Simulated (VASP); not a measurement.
Crystal: InPd.

```xyz
2
Lattice="0.0000 2.7461 2.7461 2.7461 0.0000 2.7461 2.7461 2.7461 0.0000" Properties=species:S:1:pos:R:3 pbc="T T T"
In    0.0000    0.0000    0.0000
Pd    2.7461    2.7461    2.7461
```

The cell was built by a generator and needn't be a form met in nature.

| Item | Value |
| --- | --- |
| Program | VASP 6.6.1 |
| Task | single point |
| Functional | PBE |
| Potentials or basis | VASP PAW PBE potentials, release 64 (In_d, Pd) |
| Cutoff | 520 eV |
| k mesh | 8 × 8 × 8 |
| Occupations | fermi-dirac, width 0.05 eV |
| Spin | no spin polarisation |

On this cell: pressure 0.2 GPa; largest force zero by symmetry; band gap on the k mesh none (metal or under the smearing width).

The same run follows on a disturbed copy (atoms moved at random, drawn with an rms of 0.05 Å):

```xyz
2
Lattice="0.0000 2.7461 2.7461 2.7461 0.0000 2.7461 2.7461 2.7461 0.0000" Properties=species:S:1:pos:R:3 pbc="T T T"
In   -0.0297   -0.0347   -0.0202
Pd    2.7651    2.7716    2.7583
```

Task: What does the disturbed cell give?

Result: The energy (extrapolated to zero smearing) moves by +8.2 meV/atom; pressure 0.5 GPa; largest force 0.391 eV/Å; band gap on the k mesh none (metal or under the smearing width).

Forces on the atoms (eV/Å):
```
In   0.226  0.282  0.149
Pd  -0.226 -0.282 -0.149
```

Stress tensor (GPa, compression positive):
```
 0.51 -0.10 -0.05
-0.10  0.68 -0.06
-0.05 -0.06  0.32
```
